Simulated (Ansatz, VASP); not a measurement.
# One calculation of Pt, two programs

INCAR

```
SYSTEM = Pt
PREC = Accurate
ENCUT = 580
EDIFF = 1E-6
ISMEAR = -1
SIGMA = 0.05
LREAL = .FALSE.
LASPH = .TRUE.
NELM = 100
ALGO = Fast
ISIF = 3
LWAVE = .FALSE.
LCHARG = .FALSE.
GGA = PE
IBRION = 2
NSW = 60
EDIFFG = -0.02
```

File KPOINTS:

```
Automatic mesh
0
G
  12 12 12
  0 0 0
```

File POSCAR:

```
Pt
1.0
    0.0000000000      1.9609000000      1.9609000000
    1.9609000000      0.0000000000      1.9609000000
    1.9609000000      1.9609000000      0.0000000000
Pt
1
Direct
    0.0000000000      0.0000000000      0.0000000000
```

Contents of input.yaml:

```yaml
crystal:
  lattice:
    - [0.0, 1.9609, 1.9609]
    - [1.9609, 0.0, 1.9609]
    - [1.9609, 1.9609, 0.0]
  atoms:
    - { symbol: Pt, position: [0.0, 0.0, 0.0] }
hamiltonian:
  xc: pbe
  pseudopotentials: { kind: paw }
kpoints:
  mp_grid: { grid: [12, 12, 12] }
scf:
  occupations: { method: fermi_dirac, width: 0.05 }
output:
  forces: true
  stress: true
  write_density: true
  write_potential: true
  elf: true
  volumetric_format: npy
relax:
  f_tol: 0.01
  max_steps: 40
  cell: { stress_tol: 0.05 }
```

Alike in both runs: task relaxation of cell and atoms; functional PBE; k mesh 12 × 12 × 12; occupations fermi-dirac, width 0.05 eV; no spin polarisation.

|  | VASP | Ansatz |
| --- | --- | --- |
| version | VASP 6.6.1 | Ansatz 0.2.0 |
| potentials or method | VASP PAW PBE potentials, release 64 (Pt) | Ansatz PAW |
| plane-wave cutoff (eV) | 580 | 420 |
| valence electrons in the cell | 10 | 18 |

Ansatz gave:

* gap on the k mesh at the Fermi level, each at its own relaxed structure (eV): none
* relaxed volume (Å³/atom): 15.66
* relaxed cell length with the largest relative difference (Å): 2.808
* energy change over the relaxation (meV/atom): -18

**Question.** Which values does VASP return?

**Answer.** gap on the k mesh at the Fermi level, each at its own relaxed structure (eV): none; relaxed volume (Å³/atom): 15.63; relaxed cell length with the largest relative difference (Å): 2.806; energy change over the relaxation (meV/atom): -16.

A gap of «none» marks a metal or a gap that the smearing closes. The two sets of potentials don't hold the same shells in valence.

Caveats: the plane-wave basis is chosen anew once the cell has moved, so the energies of steps on either side of that aren't comparable (Ansatz). The runs have no spin-orbit coupling, so splittings on Pt are missing. Zero-point motion and thermal expansion aren't in these numbers. PBE usually gives volumes a little too large and moduli too small.
